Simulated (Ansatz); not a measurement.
Wanted: the native input for an Ansatz 0.2.0 run.

| Item | Value |
| --- | --- |
| Task | single point |
| Functional | PBE |
| Potentials or basis | Ansatz PAW |
| Cutoff | 420 eV (not typed: the program's choice for these potentials) |
| k mesh | 13 × 13 × 13 |
| Occupations | fermi-dirac, width 0.05 eV |
| Spin | collinear spin, ferromagnetic start |
| Starting moments | [3.0] μB |

The system is Fe.

```xyz
1
Lattice="0.0000 1.9417 1.9651 1.4984 0.0000 1.9651 1.4984 1.9417 0.0000" Properties=species:S:1:pos:R:3 pbc="T T T"
Fe    0.0000    0.0000    0.0000
```

The input as run:

input.yaml

```yaml
crystal:
  lattice:
    - [0.0, 1.9417396906, 1.9651051623]
    - [1.4984397099, 0.0, 1.9651051623]
    - [1.4984397099, 1.9417396906, 0.0]
  atoms:
    - { symbol: Fe, position: [0.0, 0.0, 0.0], spin: 3.0 }
hamiltonian:
  xc: pbe
  pseudopotentials: { kind: paw }
magnetization:
  spin_polarized: true
kpoints:
  mp_grid: { grid: [13, 13, 13] }
scf:
  occupations: { method: fermi_dirac, width: 0.05 }
output:
  forces: true
  stress: true
  eigenvalues: true
```

Potentials or basis: Ansatz PAW.

Run with:

```sh
$ ansatz run input.yaml --threads 2 --pin off --max-ram 5632MiB --backend cpu --events-out ev --progress --plain --runs-dir out
```

Results of the run:

- Pressure: -1.1 GPa
- Band gap on the k mesh: none (metal or under the smearing width)
- Net moment: 2.17 μB per cell
- Absolute moment: 2.29 μB per cell
- Site moments: Fe +2.22 μB

Run time: 6.4 s on 2 threads of Arm Neoverse V1, on a shared host, peak memory 0.36 GiB.
